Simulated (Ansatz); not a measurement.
Pd:

```
Pd
1.0
     0.00000    1.94650    1.94650
     1.94650    0.00000    1.94650
     1.94650    1.94650    0.00000
Pd
1
Direct
  0.00000 0.00000 0.00000
```

| Item | Value |
| --- | --- |
| Program | Ansatz 0.2.0 |
| Task | relaxation of cell and atoms |
| Functional | revPBE |
| Potentials or basis | Ansatz PAW |
| Cutoff | 420 eV (not typed: the program's choice for these potentials) |
| k mesh | 12 × 12 × 12 |
| Occupations | fermi-dirac, width 0.05 eV |
| Spin | no spin polarisation |

At the start: volume 14.75 Å³/atom.

Where does the relaxation end?

It ends after 5 steps and the volume is 15.62 Å³/atom (+5.9 %); space group Fm-3m (No. 225, to 0.05 Å).

Step by step:
| step | energy change (eV) | largest force (eV/Å) | volume (Å³) |
| --- | --- | --- | --- |
| 1 | 0.0000 | 0.0000 | 14.75 |
| 2 | -0.0180 | 0.0000 | 16.15 |
| 3 | -0.0261 | 0.0000 | 15.69 |
| 4 | -0.0262 | 0.0000 | 15.62 |
| 5 | -0.0265 | 0.0000 | 15.62 |

Final structure:
```cif
data_structure
_symmetry_space_group_name_H-M 'P 1'
_symmetry_Int_Tables_number 1
_cell_length_a 2.8059
_cell_length_b 2.8059
_cell_length_c 2.8059
_cell_angle_alpha 60.000
_cell_angle_beta 60.000
_cell_angle_gamma 60.000
_cell_volume 15.62
loop_
_atom_site_label
_atom_site_type_symbol
_atom_site_fract_x
_atom_site_fract_y
_atom_site_fract_z
_atom_site_occupancy
Pd1 Pd 0.00000 0.00000 0.00000 1
```

Caveat: the plane-wave basis is chosen anew once the cell has moved, so the energies of steps on either side of that aren't comparable; the PAW data sets come from PBE, with cores solved anew for the run's functional, which leaves a small shift of forces and pressure.
